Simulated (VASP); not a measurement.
Wanted: the native input for a VASP 6.6.1 run.

```yaml
Task: single point
Functional: PBE
Dispersion: D3(BJ)
Potentials_or_basis: VASP PAW PBE potentials, release 64 (Al, N)
Cutoff: 520 eV
k_mesh: 12 × 12 × 6
Occupations: gaussian, width 0.02 eV
Spin: no spin polarisation
Dipole_correction: no
Further_INCAR_settings: ALGO = Normal; EDIFF = 1e-06; NBANDS = 16
```

The structure of AlN lies in POSCAR:

```
AlN
1.0
    3.1095069271      0.0000000000      0.0000000000
   -1.5547534636      2.6929119921      0.0000000000
    0.0000000000      0.0000000000      4.9794325004
Al N
2 2
Direct
    0.6666666667      0.3333333333      0.4990937698
    0.3333333333      0.6666666667      0.9990937698
    0.6666666667      0.3333333333      0.8809062302
    0.3333333333      0.6666666667      0.3809062302
```

The cell is a database's computed one.

These files were run (other wordings do the same):

INCAR

```
SYSTEM = AlN
PREC = Accurate
ENCUT = 520
EDIFF = 1E-6
ISMEAR = 0
SIGMA = 0.02
LREAL = .FALSE.
LASPH = .TRUE.
NELM = 100
ALGO = Normal
ISIF = 2
LWAVE = .FALSE.
LCHARG = .FALSE.
GGA = PE
IVDW = 12
NBANDS = 16
```

KPOINTS

```
Automatic mesh
0
G
  12 12 6
  0 0 0
```

Potentials or basis: VASP PAW PBE potentials, release 64 (Al, N).

Command:

```sh
$ cat potpaw_PBE.64/Al/POTCAR potpaw_PBE.64/N/POTCAR > POTCAR
$ mpirun -np 1 vasp_std > vasp.out
```

Results of the run:

```yaml
Pressure: -0.3 GPa
Band_gap_on_the_k_mesh: 4.22 eV, direct
Dispersion_energy_per_atom: -0.269 eV
```

Run time: 20 s on 1 thread of Intel(R) Xeon(R) 6975P-C (Granite Rapids), on a shared host, peak memory 0.19 GiB.
